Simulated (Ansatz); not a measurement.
The system is Ge.

```xyz
2
Lattice="1.4881 -2.5947 0.0000 1.4881 2.5947 0.0000 0.0000 0.0000 4.7276" Properties=species:S:1:pos:R:3 pbc="T T T"
Ge    1.4881    0.8643    1.1819
Ge    1.4881   -0.8643    3.5457
```

This isn't the form of Ge at room conditions, which is diamond.

- Program: Ansatz 0.2.0
- Task: relaxation of cell and atoms
- Functional: PBEsol
- Potentials or basis: all-electron LAPW, scalar-relativistic
- Basis error allowed: 0.001 eV/atom
- k mesh: 10 × 10 × 6
- Occupations: fermi-dirac, width 0.05 eV
- Spin: no spin polarisation

At the start: volume 18.25 Å³/atom.

Question: How do energy, volume and symmetry change on relaxing?

Answer: Over 19 steps the energy falls by 75.1 meV/atom and the volume is 18.36 Å³/atom (+0.6 %); space group P6/mmm (No. 191, to 0.05 Å).

The path:
| step | energy change (eV) | largest force (eV/Å) | volume (Å³) |
| --- | --- | --- | --- |
| 1 | 0.0000 | 0.0006 | 36.51 |
| 2 | -0.0052 | 0.0042 | 36.85 |
| 3 | -0.0055 | 0.0060 | 36.66 |
| 4 | -0.0058 | 0.0068 | 36.68 |
| 5 | -0.0059 | 0.0075 | 36.66 |
| 6 | -0.0061 | 0.0080 | 36.64 |
| 7 | -0.0098 | 0.0393 | 36.56 |
| 8 | -0.0258 | 0.1163 | 36.55 |
| 9 | -0.0578 | 0.0660 | 36.54 |
| 10 | -0.1146 | 0.1292 | 36.97 |
| 11 | -0.1430 | 0.0418 | 36.84 |
| 12 | -0.1431 | 0.0083 | 37.57 |
| 13 | -0.1466 | 0.0047 | 36.58 |
| 14 | -0.1478 | 0.0022 | 36.89 |
| 15 | -0.1498 | 0.0059 | 36.60 |
| 16 | -0.1499 | 0.0012 | 36.75 |
| 17 | -0.1500 | 0.0004 | 36.71 |
| 18 | -0.1500 | 0.0002 | 36.73 |
| 19 | -0.1501 | 0.0002 | 36.73 |

Final structure:
```yaml
crystal:
  lattice:
    - [1.42581, -2.46783, 0.00000]
    - [1.42581, 2.46783, 0.00000]
    - [0.00000, 0.00000, 5.21925]
  atoms:
    - { symbol: Ge, position: [0.50015, 0.49985, 0.25000] }
    - { symbol: Ge, position: [0.49985, 0.50015, 0.75000] }
```
